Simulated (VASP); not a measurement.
# PbSe (Clausthalite) (Fm-3m) in VASP: further runs

Runs on PbSe (Clausthalite). Level: PBE. Tasks: single point, relaxation of the atoms.

All numbers are computed with VASP 6.6.1; they aren't measurements. Logs are shortened: lines on timing, memory, paths and dates and some standing lists are left out, and cuts for length are marked.

**What was measured.**

From a printed reference work, monograph, for a bulk crystal of PbSe: band gap 0.28 eV (direct) at 300 K; band gap 0.15 eV (direct) at 4.2 K.

The results are compared with them further down.

### 1 The cell of the first run

It takes space group Fm-3m (No. 225, cubic). Conventional cell: a = 6.121 Å, b = 6.121 Å, c = 6.121 Å, α = 90.00°, β = 90.00°, γ = 90.00°. Within 4.0 Å of Pb (site symmetry m-3m) lie 6 Se at 3.06 Å. Within 4.0 Å of Se (site symmetry m-3m) lie 6 Pb at 3.06 Å.

### 2 Single point, PBE

File INCAR:

```
SYSTEM = PbSe
PREC     = Accurate       ! precision mode
ENCUT    = 520            ! plane-wave cutoff, eV
EDIFF    = 1E-6           ! SCF threshold, eV
ISMEAR   = -1             ! smearing method
SIGMA    = 0.02           ! smearing width, eV
LREAL    = .False.        ! projectors in reciprocal space
LASPH    = .True.         ! aspherical terms in the spheres
NELM     = 60             ! most SCF steps
ALGO     = Normal         ! electronic algorithm
ISIF     = 2              ! what is computed and relaxed
LWAVE    = .False.        ! write WAVECAR
LCHARG   = .False.        ! write CHGCAR
GGA      = PE             ! functional
NBANDS   = 17             ! bands
```

File KPOINTS:

```
regular mesh
0
Gamma
  8 8 8
  0 0 0
```

File POSCAR:

```
PbSe
1.0
    0.0000000000      3.0606500000      3.0606500000
    3.0606500000      0.0000000000      3.0606500000
    3.0606500000      3.0606500000      0.0000000000
Pb Se
1 1
Direct
    0.0000000000      0.0000000000      0.0000000000
    0.5000000000      0.5000000000      0.5000000000
```

Potentials or basis: VASP PAW PBE potentials, release 64 (Pb_d, Se).

On the command line:

```sh
> cat potpaw_PBE.64/Pb_d/POTCAR potpaw_PBE.64/Se/POTCAR > POTCAR
> mpirun -np 1 vasp_std > vasp.out
```

OUTCAR:

```text
SYSTEM = PbSe
   PREC = Accurate
   ENCUT = 520
   EDIFF = 1E-6
   ISMEAR = -1
   LREAL = .False.
   LASPH = .True.
   NELM = 60
   ISIF = 2
   GGA = PE

 ion  position               nearest neighbor table
   1  0.000  0.000  0.000-   2 3.06   2 3.06   2 3.06   2 3.06   2 3.06   2 3.06
   2  0.500  0.500  0.500-   1 3.06   1 3.06   1 3.06   1 3.06   1 3.06   1 3.06

  LATTYP: Found a face centered cubic cell.
 ALAT       =     6.1213000000

  Lattice vectors:

 A1 = (   0.0000000000,   3.0606500000,   3.0606500000)
 A2 = (   3.0606500000,   0.0000000000,   3.0606500000)
 A3 = (   3.0606500000,   3.0606500000,   0.0000000000)

Analysis of symmetry for initial positions (statically):
=====================================================================
 Subroutine PRICEL returns:
 Original cell was already a primitive cell.

 Routine SETGRP: Setting up the symmetry group for a
 face centered cubic supercell.

 Subroutine GETGRP returns: Found 48 space group operations
 (whereof 48 operations were pure point group operations)
 out of a pool of 48 trial point group operations.

The static configuration has the point symmetry O_h .

Analysis of symmetry for dynamics (positions and initial velocities):
=====================================================================
 Subroutine PRICEL returns:
 Original cell was already a primitive cell.

 Routine SETGRP: Setting up the symmetry group for a
 face centered cubic supercell.

 Subroutine GETGRP returns: Found 48 space group operations
 (whereof 48 operations were pure point group operations)
 out of a pool of 48 trial point group operations.

The dynamic configuration has the point symmetry O_h .

 Subroutine INISYM returns: Found 48 space group operations
 (whereof 48 operations are pure point group operations),
 and found     1 'primitive' translations

----------------------------------------------------------------------------------------

                                     Primitive cell

  volume of cell :      57.3418

  direct lattice vectors                    reciprocal lattice vectors
     0.000000000  3.060650000  3.060650000    -0.163363991  0.163363991  0.163363991
     3.060650000  0.000000000  3.060650000     0.163363991 -0.163363991  0.163363991
     3.060650000  3.060650000  0.000000000     0.163363991  0.163363991 -0.163363991

  length of vectors
     4.328412740  4.328412740  4.328412740     0.282954733  0.282954733  0.282954733

  position of ions in fractional coordinates (direct lattice)
     0.000000000  0.000000000  0.000000000
     0.500000000  0.500000000  0.500000000

  ion indices of the primitive-cell ions
   primitive index   ion index
                 1           1
                 2           2

----------------------------------------------------------------------------------------

 KPOINTS: regular mesh

Automatic generation of k-mesh.
 Grid dimensions read from file:
 generate k-points for:    8    8    8

 Generating k-lattice:

  Cartesian coordinates                     Fractional coordinates (reciprocal lattice)
    -0.020420499  0.020420499  0.020420499     0.125000000  0.000000000  0.000000000
     0.020420499 -0.020420499  0.020420499     0.000000000  0.125000000  0.000000000
     0.020420499  0.020420499 -0.020420499     0.000000000  0.000000000  0.125000000

  Length of vectors
     0.035369342  0.035369342  0.035369342

  Shift w.r.t. Gamma in fractional coordinates (k-lattice)
     0.000000000  0.000000000  0.000000000

 Subroutine IBZKPT returns following result:
 ===========================================

 Found     29 irreducible k-points:

 Following reciprocal coordinates:
            Coordinates               Weight
  0.000000  0.000000  0.000000      1.000000
  0.125000  0.000000  0.000000      8.000000
  0.250000  0.000000  0.000000      8.000000
  0.375000  0.000000  0.000000      8.000000
  0.500000  0.000000  0.000000      4.000000
  0.125000  0.125000  0.000000      6.000000
[... 16 lines left out ...]
  0.500000  0.250000  0.125000     48.000000
 -0.375000  0.250000  0.125000     24.000000
 [... further k-points ...]
   k-points           NKPTS =     29   k-points in BZ     NKDIM =     29   number of bands    NBANDS=     17
   number of dos      NEDOS =    301   number of ions     NIONS =      2
   total plane-waves  NPLWV =  32768
   dimension x,y,z NGX =    32 NGY =   32 NGZ =   32
   dimension x,y,z NGXF=    64 NGYF=   64 NGZF=   64
   ions per type =               1   1
   NGX,Y,Z   is equivalent  to a cutoff of  12.29, 12.29, 12.29 a.u.
   NGXF,Y,Z  is equivalent  to a cutoff of  24.58, 24.58, 24.58 a.u.
 SYSTEM =  PbSe
   PREC   = accura    normal or accurate (medium, high low for compatibility)
   ISTART =      0    job   : 0-new  1-cont  2-samecut
   ICHARG =      2    charge: 1-file 2-atom 10-const
   ISPIN  =      1    spin polarized calculation?
   LNONCOLLINEAR =      F non collinear calculations
   LSORBIT =      F    spin-orbit coupling
   LASPH  =      T    aspherical Exc in radial PAW
   ENCUT  =  520.0 eV  38.22 Ry    6.18 a.u.   8.05  8.05  8.05*2*pi/ulx,y,z
   NELM   =     60;   NELMIN=  2; NELMDL= -5     # of ELM steps
   EDIFF  = 0.1E-05   stopping-criterion for ELM
   LREAL  =      F    real-space projection
   EDIFFG = 0.1E-04   stopping-criterion for IOM
   NSW    =      0    number of steps for IOM
   IBRION =     -1    ionic relax: 0-MD 1-quasi-New 2-CG
   NFREE  =      0    steps in history (QN), initial steepest desc. (CG)
   ISIF   =      2    stress and relaxation
   ISYM   =      2    0-nonsym 1-usesym 2-fastsym
   POTIM  = 0.5000    time-step for ionic-motion
   TEBEG  =    0.0;   TEEND  =   0.0 temperature during run
   PSTRESS=    0.0 pullay stress
   NELECT =      20.0000    total number of electrons
   NUPDOWN=      -1.0000    fix difference up-down
   EMIN   =  10.00;   EMAX   =-10.00  energy-range for DOS
   EFERMI =   0.00;   METHOD = LEGACY
   ISMEAR =    -1;   SIGMA  =   0.02  broadening in eV -4-tet -1-fermi 0-gaus
   EFERMI_NEDOS =   21; number of points for ismear=-14 and -15
   IALGO  =     38    algorithm
   IMIX   =      4    mixing-type and parameters
     AMIX     =   0.40;   BMIX     =  1.00
     AMIX_MAG =   1.60;   BMIX_MAG =  1.00
  volume/ion in A,a.u.               =      28.67       193.48
  Fermi-wavevector in a.u.,A,eV,Ry     =   1.152377  2.177676 18.068159  1.327972
  Thomas-Fermi vector in A             =   2.289028
   LORBIT       =      0    0 simple, 1 ext, 2 COOP (PROOUT), +10 PAW based schemes
   GGA     = PE    functional components
   LHFCALC =     F    Hartree Fock is set to
   AEXX    =    0.0000 exact exchange contribution
   IVDW    =     0    specifies the selected vdW correction
   LEPSILON=     F    determine dielectric tensor
   LRPA    =     F    only Hartree local field effects (RPA)
 non-spin polarized calculation
  energy-cutoff  :      520.00
  volume of cell :       57.34
 maximum number of plane-waves:      1572
   NGX = 17   NGY = 17   NGZ = 17

 number of electron      20.0000000 magnetization

 Free energy of the ion-electron system (eV)
  ---------------------------------------------------
  ext. energy  EPLUGINS =         0.00000000
  ---------------------------------------------------
  free energy    TOTEN  =        -8.17833493 eV

  energy without entropy =       -8.17833139  energy(sigma->0) =       -8.17833316

 E-fermi :   5.2154     XC(G=0):  -9.5302

 val. band max:        5.0697004939   @ k =   0.5000   0.0000   0.0000
 cond. band min:       5.3611534537   @ k =   0.5000   0.0000   0.0000
 fundamental gap:      0.2914529598
 Fermi energy:         5.2154270526

 k-point     1 :       0.0000    0.0000    0.0000
  band No.  band energies     occupation
      1     -11.7676      2.00000
      2     -11.7675      2.00000
      3     -11.7675      2.00000
      4     -11.7635      2.00000
      5     -11.7635      2.00000
      6      -8.5252      2.00000
[... 9 lines left out ...]
     16      11.5849      0.00000
     17      13.2427      0.00000

 k-point     2 :       0.1250    0.0000    0.0000
  band No.  band energies     occupation
      1     -11.7682      2.00000
      2     -11.7682      2.00000
      3     -11.7670      2.00000
      4     -11.7617      2.00000
      5     -11.7617      2.00000
      6      -8.4069      2.00000
[... 9 lines left out ...]
     16      11.9279      0.00000
     17      14.3626      0.00000

 k-point     3 :       0.2500    0.0000    0.0000
  band No.  band energies     occupation
      1     -11.7766      2.00000
      2     -11.7766      2.00000
      3     -11.7658      2.00000
      4     -11.7504      2.00000
      5     -11.7504      2.00000
      6      -8.0818      2.00000
[... 9 lines left out ...]
     16      12.7919      0.00000
     17      16.2796      0.00000

 k-point     4 :       0.3750    0.0000    0.0000
  band No.  band energies     occupation
      1     -11.7851      2.00000
      2     -11.7851      2.00000
      3     -11.7649      2.00000
      4     -11.7388      2.00000
      5     -11.7388      2.00000
      6      -7.6714      2.00000
[... 9 lines left out ...]
     16      14.0857      0.00000
     17      16.5385      0.00000
[... 343 lines left out ...]
      1     -11.8034      2.00000
      2     -11.7700      2.00000
      3     -11.7669      2.00000
      4     -11.7464      2.00000
      5     -11.7419      2.00000
      6      -7.8041      2.00000
[... 9 lines left out ...]
     16      14.5927      0.00000
     17      15.0930      0.00000

 k-point    23 :       0.5000    0.2500    0.1250
  band No.  band energies     occupation
      1     -11.8159      2.00000
      2     -11.7729      2.00000
      3     -11.7633      2.00000
      4     -11.7433      2.00000
      5     -11.7356      2.00000
      6      -7.4428      2.00000
[... 9 lines left out ...]
     16      15.0172      0.00000
     17      16.1219      0.00000

 k-point    24 :      -0.3750    0.2500    0.1250
  band No.  band energies     occupation
      1     -11.8205      2.00000
      2     -11.7760      2.00000
      3     -11.7568      2.00000
      4     -11.7469      2.00000
      5     -11.7319      2.00000
      6      -7.2659      2.00000
[... 9 lines left out ...]
     16      15.9114      0.00000
     17      15.9961      0.00000

 [... further k-points ...]
[... 5 lines left out ...]
  --------------------------------------------------------------------------------------
  -------------------------------------------------------------------------------------
  Total        0.8595582      0.8595582      0.8595582     -0.0000000      0.0000000     -0.0000000
  in kB       24.0167850     24.0167850     24.0167850     -0.0000000      0.0000000     -0.0000000
  external PRESSURE =      24.0167850 kB  Pullay stress =       0.0000000 kB

 VOLUME and BASIS-vectors are now :
 -----------------------------------------------------------------------------
  energy-cutoff  :      520.00
  volume of cell :       57.34
      direct lattice vectors                 reciprocal lattice vectors
     0.000000000  3.060650000  3.060650000    -0.163363991  0.163363991  0.163363991
     3.060650000  0.000000000  3.060650000     0.163363991 -0.163363991  0.163363991
     3.060650000  3.060650000  0.000000000     0.163363991  0.163363991 -0.163363991

 POSITION                                       TOTAL-FORCE (eV/Angst)
 -----------------------------------------------------------------------------------
      0.00000      0.00000      0.00000         0.000000      0.000000     -0.000000
      3.06065      3.06065      3.06065        -0.000000     -0.000000      0.000000
 -----------------------------------------------------------------------------------
    total drift:                                0.000000     -0.000000     -0.000000

  FREE ENERGIE OF THE ION-ELECTRON SYSTEM (eV)
  ---------------------------------------------------
  free  energy   TOTEN  =        -8.1783349296 eV

  energy  without entropy=       -8.1783313852  energy(sigma->0) =       -8.17833316
```

Wall time 47 s (1 thread of AMD EPYC 7R13, shared host); peak memory 0.16 GiB.

Results:

```yaml
Free_energy: -8.1783 eV
Pressure: 2.4 GPa
Band_gap_on_the_k_mesh: 0.29 eV, direct
```

Caveat: spin-orbit coupling is left out, which moves the levels of the heavy elements.

(Continued in part 2 of 2.)
